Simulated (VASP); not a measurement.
**From VASP inputs to Ansatz: PbS (strained rocksalt)**

INCAR

```
ISMEAR = -1
GGA = PE
NBANDS = 17
LCHARG = .FALSE.
ENCUT = 520
SIGMA = 0.02
EDIFF = 1E-7
NSW = 0
IBRION = -1
LWAVE = .FALSE.
LASPH = .TRUE.
LREAL = .FALSE.
ISIF = 2
PREC = Accurate
NELM = 120
```

KPOINTS

```
KPOINTS created by Atomic Simulation Environment
0
Gamma
8 8 8
0 0 0
```

KPOINTS_OPT

```
special points
7
Reciprocal
0.0000000000 0.0000000000 0.0000000000 1
0.5000000000 0.0000000000 0.5000000000 1
0.6250000000 0.2500000000 0.6250000000 1
0.3750000000 0.3750000000 0.7500000000 1
0.5000000000 0.5000000000 0.5000000000 1
0.5000000000 0.2500000000 0.7500000000 1
0.0000000000 0.0000000000 0.5000000000 1
```

POSCAR

```
Pb S
 1.0000000000000000
     0.1614571789000000    3.0292005480999999    3.0292005480999999
     3.0292005480999999    0.1614571789000000    3.0292005480999999
     3.0292005480999999    3.0292005480999999    0.1614571789000000
 Pb  S
   1   1
Cartesian
  0.0000000000000000  0.0000000000000000  0.0000000000000000
  3.1099291375500000  3.1099291375500000  3.1099291375500000
```

VASP ran with the recommended PBE PAW datasets (20 valence electrons in the cell).

Write an Ansatz input for this cell and level of theory.



```yaml
crystal:
  lattice:
    - [0.1614571789, 3.0292005481, 3.0292005481]
    - [3.0292005481, 0.1614571789, 3.0292005481]
    - [3.0292005481, 3.0292005481, 0.1614571789]
  atoms:
    - { symbol: Pb, position: [0.0, 0.0, 0.0] }
    - { symbol: S, position: [0.5, 0.5, 0.5] }
kpoints:
  mp_grid: { grid: [8, 8, 8] }
  band_path:
    path:
      - [0.0, 0.0, 0.0]
      - [0.5, 0.0, 0.5]
      - [0.625, 0.25, 0.625]
      - [0.375, 0.375, 0.75]
      - [0.5, 0.5, 0.5]
      - [0.5, 0.25, 0.75]
      - [0.0, 0.0, 0.5]
    npoints: 1
hamiltonian:
  xc: pbe
scf:
  occupations: { method: fermi_dirac, width: 0.02 }
  n_extra_bands: 4
output:
  forces: true
  stress: true
  eigenvalues: true
```

Other inputs would serve too.

```json
{"": "gap between bands v and c", "VASP": "-0.27 eV (bands overlap: a metal)", "Ansatz": "-0.27 eV (bands overlap: a metal)"}
{"": "least direct gap", "VASP": "0.16 eV", "Ansatz": "0.15 eV"}
{"": "pressure", "VASP": "3.2 GPa", "Ansatz": "3.3 GPa"}
```

The two codes use different PAW datasets and cutoffs. VASP's cell holds 20 valence electrons and Ansatz's 20. Ansatz's stress includes a Pulay correction; VASP's doesn't.
